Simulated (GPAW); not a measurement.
# Screening of a field by Zr2C(OH)2 MXene monolayer

Aim: the dipole that a field along the normal induces in Zr2C(OH)2 MXene monolayer.

Method: GPAW, PAW setups; layer in a repeated cell with vacuum, relaxation of atoms and in-plane cell, in the first sound run; inputs show where later runs differ, in GPAW 26.7.0.

Report form: the programs' logs are mostly left out.

**1. The structure**

The cell holds 7 atoms: 2 H, 2 O, 2 Zr and 1 C. Cell: a = 3.289 Å, b = 3.289 Å, c = 24.913 Å, α = 90.0°, β = 90.0°, γ = 120.0°. Vacuum lies along c.

**2. Relaxing the atoms**

Forces are removed first; all later runs use this geometry.

run.py reads:

```python
import json
import numpy as np
from ase import Atoms
from ase.filters import FrechetCellFilter
from ase.optimize import BFGS
from gpaw import GPAW, PW

slab = Atoms(
    ['H', 'O', 'Zr', 'C', 'Zr', 'O', 'H'],
    positions=[
        [-0.00000, 1.89891, 9.00000],
        [-0.00000, 1.89891, 9.98000],
        [1.64450, 0.94945, 11.15872],
        [0.00000, 0.00000, 12.45647],
        [-0.00000, 1.89891, 13.75423],
        [1.64450, 0.94945, 14.93295],
        [1.64450, 0.94945, 15.91295]],
    cell=[[3.289, 0.0, 0.0], [-1.6445, 2.84836, 0.0], [0.0, 0.0, 24.9129]],
    pbc=[True, True, True])

slab.calc = GPAW(mode=PW(600), xc='PBE', kpts={'size': (12, 12, 1), 'gamma': True},
                 occupations={'name': 'fermi-dirac', 'width': 0.05}, nbands='160%',
                 convergence={'density': 1e-05}, maxiter=200,
                 symmetry={'tolerance': 1e-3}, txt='slab.txt')
result = {}
# The in-plane cell is free; stress needs a cell that repeats along all three vectors
path = []
opt = BFGS(FrechetCellFilter(slab, mask=[1, 1, 0, 0, 0, 1]), maxstep=0.2)
opt.attach(lambda: path.append((slab.get_potential_energy(), slab.positions.tolist(), slab.get_forces().tolist())))
result['relaxed'] = bool(opt.run(fmax=0.02, steps=45))
result['path'] = path
result['cell'] = slab.cell.tolist()
print('in-plane lattice', slab.cell.cellpar().round(4)[[0, 1, 5]])
energy = slab.get_potential_energy()
fermi = slab.calc.get_fermi_level()
v = slab.calc.get_electrostatic_potential().mean((0, 1)) - fermi
n = slab.calc.get_pseudo_density().mean((0, 1))
L = slab.cell[2, 2]
z = np.arange(len(v)) * L / len(v)
low, high = slab.positions[:, 2].min(), slab.positions[:, 2].max()
below, above = np.interp([low - 6.8, high + 6.8], z, v)
slopes = [np.interp(x, z, np.gradient(v, z)) for x in (low - 6.8, high + 6.8)]
eps = np.array([[slab.calc.get_eigenvalues(k, s) for k in range(len(slab.calc.get_ibz_k_points()))]
                for s in range(slab.calc.get_number_of_spins())]) - fermi
top, bottom = eps[eps < 0].max(), eps[eps > 0].min()
dipole = slab.get_dipole_moment()[2]
print(f'energy {energy:.4f} eV, Fermi level {fermi:.4f} eV, dipole {dipole:.5f} e A')
print(f'potential 6.8 A off the faces, from the Fermi level: lower {below:.4f} eV, upper {above:.4f} eV')
print(f'slope of the potential there: lower {slopes[0]:.5f}, upper {slopes[1]:.5f} eV/A')
print(f'nearest levels on the mesh: {top:.4f} and {bottom:.4f} eV')
print('magnetic moment', round(slab.get_magnetic_moment(), 3))
result.update(energy=energy, fermi=fermi, dipole=dipole, below=below, above=above, slopes=slopes, edges=[top, bottom],
              z=z.tolist(), v=v.tolist(), n=n.tolist(), positions=slab.positions.tolist(),
              forces=slab.get_forces(apply_constraint=False).tolist(), moments=slab.get_magnetic_moments().tolist())
json.dump(result, open('result.json', 'w'))
```

On the command line:

```console
> OMP_NUM_THREADS=1 OPENBLAS_NUM_THREADS=1 python run.py
```

Run time: 22 min. Hardware: 1 thread of Arm Neoverse V1, shared host; peak memory 0.52 GiB.

This step gave:

```yaml
dipole_along_the_normal: 7.86e-4 e·Å
levels_nearest_the_fermi_level_on_the_mesh: -0.01389, 3.33e-4 eV from the Fermi level
```

The electrostatic potential energy of an electron (without an applied field's), less the Fermi level, planar mean by z:

```tsv
z (Å)	electrostatic potential energy of an electron (without an applied field's), less the Fermi level, planar mean (eV)
0.0	2.10
0.5	2.10
1.0	2.10
1.5	2.10
2.0	2.10
2.5	2.10
3.0	2.10
3.5	2.10
4.0	2.09
4.5	2.09
5.0	2.07
5.5	2.05
6.0	2.00
6.5	1.92
7.0	1.78
7.5	1.53
8.0	1.10
8.5	0.0929
9.0	-0.764
9.5	-3.17
10.0	-8.58
10.5	-7.91
11.0	-20.2
11.5	-17.7
12.0	-7.75
12.5	-11.0
13.0	-8.38
13.5	-19.8
14.0	-18.1
14.5	-6.71
15.0	-9.51
15.5	-1.77
16.0	-1.10
16.5	0.345
17.0	1.19
17.5	1.57
18.0	1.80
18.5	1.93
19.0	2.00
19.5	2.05
20.0	2.07
20.5	2.08
21.0	2.09
21.5	2.09
22.0	2.10
22.5	2.10
23.0	2.10
23.5	2.10
24.0	2.10
24.5	2.10
```

The pseudo valence density, planar mean oscillates, so the rows of the table below give means over windows of 1.38 Å about each position, cut where the curve ends. Its maxima inside the range that stand out by 2 % of the span (Å: e/Å³): 9.9: 0.824, 11.2: 1.16, 13.7: 1.16, 15.1: 0.824. Its minima: 10.6: 0.434, 12.8: 0.517, 14.4: 0.434.

The pseudo valence density, planar mean by z; means over each step:

z (Å), pseudo valence density, planar mean (e/Å³) and a bar:
```
     3.45       0.00 
     4.83       0.00 
     6.21       0.00 
     7.59       0.01 
     8.97       0.22 #########
    10.35       0.65 ##########################
    11.73       0.74 ##############################
    13.11       0.71 #############################
    14.49       0.67 ###########################
    15.87       0.26 ##########
    17.25       0.01 
    18.63       0.00 
    20.01       0.00 
    21.39       0.00
```

The relaxation lowered the energy of the cell by 0.347 eV (energies extrapolated to zero smearing; the optimiser's log prints free energies). The largest force left on a free atom is 0.0038 eV/Å.

**3. Plane waves, PBE**

With the geometry fixed, the planar mean of the potential gives the vacuum level on each side.

This step: GPAW, PAW setups; slab in vacuum (GPAW 26.7.0).

The cell differs from the one that the last finished run ended in (c 24.913 → 25.182 Å).

run.py reads:

```python
import json
import numpy as np
from ase import Atoms
from gpaw import GPAW, PW

slab = Atoms(
    ['H', 'O', 'Zr', 'C', 'Zr', 'O', 'H'],
    positions=[
        [-0.00000, 1.89192, 9.00000],
        [-0.00000, 1.89192, 9.97622],
        [1.63844, 0.94595, 11.33937],
        [-0.00000, 0.00000, 12.59094],
        [-0.00000, 1.89192, 13.84251],
        [1.63844, 0.94595, 15.20567],
        [1.63844, 0.94595, 16.18189]],
    cell=[[3.27688, -0.0, 0.0], [-1.63844, 2.83787, 0.0], [0.0, 0.0, 25.1819]],
    pbc=[True, True, False])

slab.calc = GPAW(mode=PW(500), xc='PBE', kpts={'size': (12, 12, 1), 'gamma': True},
                 occupations={'name': 'fermi-dirac', 'width': 0.05}, nbands='160%',
                 convergence={'density': 1e-05}, maxiter=200,
                 poissonsolver={'dipolelayer': 'xy'},
                 symmetry={'tolerance': 1e-3}, txt='slab.txt')
result = {}
energy = slab.get_potential_energy()
fermi = slab.calc.get_fermi_level()
v = slab.calc.get_electrostatic_potential().mean((0, 1)) - fermi
n = slab.calc.get_pseudo_density().mean((0, 1))
L = slab.cell[2, 2]
z = np.arange(len(v)) * L / len(v)
low, high = slab.positions[:, 2].min(), slab.positions[:, 2].max()
below, above = np.interp([low - 6.8, high + 6.8], z, v)
slopes = [np.interp(x, z, np.gradient(v, z)) for x in (low - 6.8, high + 6.8)]
eps = np.array([[slab.calc.get_eigenvalues(k, s) for k in range(len(slab.calc.get_ibz_k_points()))]
                for s in range(slab.calc.get_number_of_spins())]) - fermi
top, bottom = eps[eps < 0].max(), eps[eps > 0].min()
dipole = slab.get_dipole_moment()[2]
print(f'energy {energy:.4f} eV, Fermi level {fermi:.4f} eV, dipole {dipole:.5f} e A')
print(f'potential 6.8 A off the faces, from the Fermi level: lower {below:.4f} eV, upper {above:.4f} eV')
print(f'slope of the potential there: lower {slopes[0]:.5f}, upper {slopes[1]:.5f} eV/A')
print(f'nearest levels on the mesh: {top:.4f} and {bottom:.4f} eV')
print('magnetic moment', round(slab.get_magnetic_moment(), 3))
result.update(energy=energy, fermi=fermi, dipole=dipole, below=below, above=above, slopes=slopes, edges=[top, bottom],
              z=z.tolist(), v=v.tolist(), n=n.tolist(), positions=slab.positions.tolist(),
              forces=slab.get_forces(apply_constraint=False).tolist(), moments=slab.get_magnetic_moments().tolist())
json.dump(result, open('result.json', 'w'))
```

Run time: 1.8 min. Hardware: 1 thread; peak memory 0.32 GiB.

Numbers from this step:

- dipole along the normal: -2.48e-4 e·Å
- levels nearest the Fermi level on the mesh: -7.89e-4, 0.006506 eV from the Fermi level
- upper work function: 2.104 eV
- lower work function: 2.099 eV

The electrostatic potential energy of an electron (without an applied field's), less the Fermi level, planar mean oscillates, so the rows of the table below give means over windows of 1.77 Å about each position, cut where the curve ends. Its maxima inside the range that stand out by 2 % of the span (Å: eV): 9.3: -0.293, 10.4: -5.93, 12.2: -7.68, 13.0: -7.68, 14.7: -5.92, 15.9: -0.288. Its minima: 9.0: -1.15, 10.0: -9.78, 11.4: -22.3, 12.6: -11.2, 13.8: -22.3, 15.2: -9.78, 16.2: -1.14.

The electrostatic potential energy of an electron (without an applied field's), less the Fermi level, planar mean by z; means over each step:

```tsv
z (Å)	electrostatic potential energy of an electron (without an applied field's), less the Fermi level, planar mean (eV)
0.89	2.10
2.66	2.10
4.43	2.09
6.20	1.97
7.97	1.05
9.74	-4.45
11.51	-14.4
13.28	-14.0
15.05	-7.01
16.82	0.471
18.59	1.90
20.36	2.08
22.13	2.10
23.90	2.10
```

The pseudo valence density, planar mean oscillates, so the rows of the table below give means over windows of 1.31 Å about each position, cut where the curve ends. Its maxima inside the range that stand out by 2 % of the span (Å: e/Å³): 10.1: 0.803, 11.4: 1.16, 13.8: 1.16, 15.1: 0.803. Its minima: 10.6: 0.422, 12.1: 0.516, 14.5: 0.422.

The pseudo valence density, planar mean by z; means over each step:

z (Å), pseudo valence density, planar mean (e/Å³) and a bar:
```
     3.28       0.00 
     4.58       0.00 
     5.90       0.00 
     7.21       0.00 
     8.52       0.06 ##
     9.82       0.54 ####################
    11.13       0.79 #############################
    12.45       0.54 ####################
    13.76       0.82 ##############################
    15.06       0.58 #####################
    16.38       0.11 ####
    17.69       0.00 
    19.00       0.00 
    20.31       0.00 
    21.62       0.00
```

Force by atom:

```tsv
atom	x (eV/Å)	y (eV/Å)	z (eV/Å)	size
H1	0.000	0.000	-0.105	0.105
O2	0.000	0.000	0.020	0.020
Zr3	0.000	0.000	0.013	0.013
C4	0.000	0.000	0.000	0.000
Zr5	0.000	0.000	-0.013	0.013
O6	0.000	0.000	-0.020	0.020
H7	0.000	0.000	0.105	0.105
```

The potential is flat to 0.001 eV/Å where it is read, so the vacuum is wide enough.

**4. Field on**

A uniform field along the normal polarises the slab; the atoms stay fixed, so this is the electronic response alone.

Changes to run.py since step 3:

```diff
@@ -4,2 +4,3 @@
 from gpaw import GPAW, PW
+from gpaw.external import ConstantElectricField
 
@@ -22,2 +23,3 @@
                  poissonsolver={'dipolelayer': 'xy'},
+                 external=ConstantElectricField(-0.2, [0, 0, 1]),
                  symmetry={'tolerance': 1e-3}, txt='slab.txt')
```

It took 7.5 min on 1 thread; peak memory 0.69 GiB.

This step gave:

* dipole along the normal: -0.1393 e·Å
* levels nearest the Fermi level on the mesh: -0.001223, 0.001726 eV from the Fermi level
* potential below the slab, the applied field's own ramp left out: 0.7975 eV from the Fermi level
* potential above the slab, the applied field's own ramp left out: 3.506 eV from the Fermi level

The electrostatic potential energy of an electron (without an applied field's), less the Fermi level, planar mean oscillates, so the rows of the table below give means over windows of 1 Å about each position, cut where the curve ends. Its maxima inside the range that stand out by 2 % of the span (Å: eV): 9.3: -1.00, 10.4: -6.38, 12.2: -7.75, 13.0: -7.60, 14.7: -5.48, 15.9: 0.408, 24.6: 3.51. Its minima: 9.0: -1.95, 10.0: -10.3, 11.3: -22.6, 12.6: -11.2, 13.8: -22.1, 15.2: -9.23, 16.2: -0.362.

Electrostatic potential energy of an electron (without an applied field's), less the Fermi level, planar mean against z; means over each step:

```tsv
z (Å)	electrostatic potential energy of an electron (without an applied field's), less the Fermi level, planar mean (eV)
0	1.31
1	0.798
2	0.798
3	0.797
4	0.794
5	0.786
6	0.752
7	0.626
8	0.160
9	-1.31
10	-7.11
11	-16.1
12	-11.8
13	-10.2
14	-17.5
15	-6.93
16	-0.296
17	1.91
18	2.91
19	3.28
20	3.43
21	3.48
22	3.50
23	3.51
24	3.51
25	3.26
```

Force by atom:

```tsv
atom	x (eV/Å)	y (eV/Å)	z (eV/Å)	size
H1	0.000	0.000	-0.079	0.079
O2	0.000	0.000	-0.035	0.035
Zr3	0.000	0.000	0.056	0.056
C4	0.000	0.000	-0.008	0.008
Zr5	0.000	0.000	0.013	0.013
O6	0.000	0.000	-0.058	0.058
H7	0.000	0.000	0.119	0.119
```

The dipole is now -0.139 e Å, against -2.5e-4 in the run without a field.

**5. In a field**

Changes to run.py since step 4:

```diff
@@ -23,3 +23,3 @@
                  poissonsolver={'dipolelayer': 'xy'},
-                 external=ConstantElectricField(-0.2, [0, 0, 1]),
+                 external=ConstantElectricField(-0.1, [0, 0, 1]),
                  symmetry={'tolerance': 1e-3}, txt='slab.txt')
```

It took 8.4 min on 1 thread; peak memory 0.69 GiB.

This step gave:

```yaml
dipole_along_the_normal: -0.06942 e·Å
levels_nearest_the_fermi_level_on_the_mesh: -8.65e-4, 0.005853 eV from the Fermi level
potential_below_the_slab_the_applied_field_s_own_ramp_left_out: 1.438 eV from the Fermi level
potential_above_the_slab_the_applied_field_s_own_ramp_left_out: 2.788 eV from the Fermi level
```

The electrostatic potential energy of an electron (without an applied field's), less the Fermi level, planar mean oscillates, so the rows of the table below give means over windows of 1.77 Å about each position, cut where the curve ends. Its maxima inside the range that stand out by 2 % of the span (Å: eV): 9.3: -0.645, 10.4: -6.15, 12.2: -7.72, 13.0: -7.64, 14.7: -5.70, 15.9: 0.0607. Its minima: 9.0: -1.55, 10.0: -10.1, 11.4: -22.4, 12.6: -11.2, 13.8: -22.2, 15.2: -9.50, 16.2: -0.751.

Electrostatic potential energy of an electron (without an applied field's), less the Fermi level, planar mean against z; means over each step:

```tsv
z (Å)	electrostatic potential energy of an electron (without an applied field's), less the Fermi level, planar mean (eV)
0.89	1.51
2.66	1.44
4.43	1.43
6.20	1.34
7.97	0.544
9.74	-4.75
11.51	-14.5
13.28	-13.9
15.05	-6.76
16.82	0.934
18.59	2.51
20.36	2.75
22.13	2.78
23.90	2.79
```

Force by atom:

```tsv
atom	x (eV/Å)	y (eV/Å)	z (eV/Å)	size
H1	0.000	0.000	-0.093	0.093
O2	0.000	0.000	-0.005	0.005
Zr3	0.000	0.000	0.033	0.033
C4	0.000	0.000	-0.004	0.004
Zr5	0.000	0.000	0.002	0.002
O6	0.000	0.000	-0.042	0.042
H7	0.000	0.000	0.113	0.113
```

The dipole is now -0.0694 e Å, against -2.5e-4 in the run without a field.

**6. In a field**

Changes to run.py since step 5:

```diff
@@ -23,3 +23,3 @@
                  poissonsolver={'dipolelayer': 'xy'},
-                 external=ConstantElectricField(-0.1, [0, 0, 1]),
+                 external=ConstantElectricField(-0.05, [0, 0, 1]),
                  symmetry={'tolerance': 1e-3}, txt='slab.txt')
```

Elapsed: 7.5 min, on 1 thread; peak memory 0.69 GiB.

The electrostatic potential energy of an electron (without an applied field's), less the Fermi level, planar mean by z:

```tsv
z (Å)	electrostatic potential energy of an electron (without an applied field's), less the Fermi level, planar mean (eV)
0.0	2.10
0.5	1.77
1.0	1.77
1.5	1.77
2.0	1.77
2.5	1.77
3.0	1.77
3.5	1.76
4.0	1.76
4.5	1.76
5.0	1.75
5.5	1.73
6.0	1.70
6.5	1.63
7.0	1.52
7.5	1.33
8.0	0.989
8.5	0.251
9.0	-1.32
9.5	-1.38
10.0	-9.84
10.5	-6.40
11.0	-17.0
11.5	-20.8
12.0	-9.03
12.5	-10.7
13.0	-7.68
13.5	-16.4
14.0	-21.0
14.5	-8.68
15.0	-7.80
15.5	-4.00
16.0	-0.398
16.5	0.142
17.0	1.28
17.5	1.77
18.0	2.05
18.5	2.22
19.0	2.32
19.5	2.37
20.0	2.40
20.5	2.42
21.0	2.43
21.5	2.44
22.0	2.44
22.5	2.44
23.0	2.44
23.5	2.44
24.0	2.44
24.5	2.44
25.0	2.28
```

**7. Field on**

Changes to run.py since step 6:

```diff
@@ -23,3 +23,3 @@
                  poissonsolver={'dipolelayer': 'xy'},
-                 external=ConstantElectricField(-0.05, [0, 0, 1]),
+                 external=ConstantElectricField(0.05, [0, 0, 1]),
                  symmetry={'tolerance': 1e-3}, txt='slab.txt')
```

It took 7.6 min on 1 thread; peak memory 0.69 GiB.

**8. In a field**

Changes to run.py since step 7:

```diff
@@ -23,3 +23,3 @@
                  poissonsolver={'dipolelayer': 'xy'},
-                 external=ConstantElectricField(0.05, [0, 0, 1]),
+                 external=ConstantElectricField(0.1, [0, 0, 1]),
                  symmetry={'tolerance': 1e-3}, txt='slab.txt')
```

Run time: 8.3 min. Hardware: 1 thread; peak memory 0.71 GiB.

The electrostatic potential energy of an electron (without an applied field's), less the Fermi level, planar mean oscillates, so the rows of the table below give means over windows of 1.77 Å about each position, cut where the curve ends. Its maxima inside the range that stand out by 2 % of the span (Å: eV): 0.6: 2.79, 9.3: 0.0606, 10.4: -5.70, 12.2: -7.64, 13.0: -7.72, 14.7: -6.15, 15.9: -0.645. Its minima: 9.0: -0.752, 10.0: -9.50, 11.4: -22.2, 12.6: -11.2, 13.8: -22.4, 15.2: -10.1, 16.2: -1.55.

The electrostatic potential energy of an electron (without an applied field's), less the Fermi level, planar mean by z; means over each step:

z (Å), electrostatic potential energy of an electron (without an applied field's), less the Fermi level, planar mean (eV) and a bar from the least value:
```
     0.89        2.7 ##############################
     2.66        2.8 ##############################
     4.43        2.8 ##############################
     6.20        2.6 ##############################
     7.97        1.6 ############################
     9.74       -4.1 ##################
    11.51      -14.3 
    13.28      -14.1 
    15.05       -7.3 ############
    16.82        0.0 #########################
    18.59        1.3 ###########################
    20.36        1.4 ############################
    22.13        1.4 ############################
    23.90        1.4 ############################
```

The dipole is now 0.0694 e Å, against -2.5e-4 in the run without a field.

[end of part 1 of 2]

[Logs are printed without paths, hosts, clocks, repeated set-up lines and the standing remarks that a program may print on its own settings, such as how far it seeks lower states.]

[Hosts, paths, dates, database ids (printed as entryN), source tags and the programs' standing remarks are cut or masked in the printed files.]
